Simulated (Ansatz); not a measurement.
# SiO2: the cost of one run

Code: Ansatz 0.2.0. Linear response, PAW datasets, plane waves. The values are computed, spin-unpolarised, and not measurements.

### Step 1. The system as given

The cell was relaxed beforehand with PBEsol.

The symmetry is P4_2/mnm (No. 136, tetragonal); a = 4.195 Å, c = 2.678 Å in the conventional setting, 7.85 Å³ an atom. Si has 6 O at 1.77–1.82 Å; O has 3 Si at 1.77–1.82 Å.

As a file:

```cif
data_structure
_symmetry_space_group_name_H-M 'P 1'
_symmetry_Int_Tables_number 1
_cell_length_a 4.1946
_cell_length_b 4.1946
_cell_length_c 2.6785
_cell_angle_alpha 90.000
_cell_angle_beta 90.000
_cell_angle_gamma 90.000
_cell_volume 47.13
loop_
_atom_site_label
_atom_site_type_symbol
_atom_site_fract_x
_atom_site_fract_y
_atom_site_fract_z
_atom_site_occupancy
Si1 Si 0.00000 0.00000 0.00000 1
Si2 Si 0.50000 0.50000 0.50000 1
O1 O 0.30606 0.30606 0.00000 1
O2 O 0.19394 0.80606 0.50000 1
O3 O 0.80606 0.19394 0.50000 1
O4 O 0.69394 0.69394 0.00000 1
```

### Step 2. Zone-centre modes, PBEsol

Input file input.yaml:

```yaml
crystal:
  lattice:
    - [4.1946332165, 0.0, 0.0]
    - [0.0, 4.1946332165, 0.0]
    - [0.0, 0.0, 2.6784529402]
  atoms:
    - { symbol: Si, position: [0.0, 0.0, 0.0] }
    - { symbol: Si, position: [0.5, 0.5, 0.5] }
    - { symbol: O, position: [0.3060615473, 0.3060615473, 0.0] }
    - { symbol: O, position: [0.1939384527, 0.8060615473, 0.5] }
    - { symbol: O, position: [0.8060615473, 0.1939384527, 0.5] }
    - { symbol: O, position: [0.6939384527, 0.6939384527, 0.0] }
kpoints:
  mp_grid: { grid: [6, 6, 8] }
hamiltonian:
  xc: pbesol
scf:
  occupations: { method: fixed }
phonons:
  method: dfpt
  dielectric: true
  qpoints: [[0, 0, 0]]
  rigid_motions: translations
```

The run is started by

```
ansatz run input.yaml --threads 4 --pin off --max-ram 7372MiB --backend cpu --events-out ev --progress --plain --runs-dir out
```

What time and memory should one allow on 4 threads of Intel Xeon Platinum 8259CL at 2.50GHz (Skylake/Cascade Lake), shared host?

About 35 s, with a peak of 0.97 GiB.
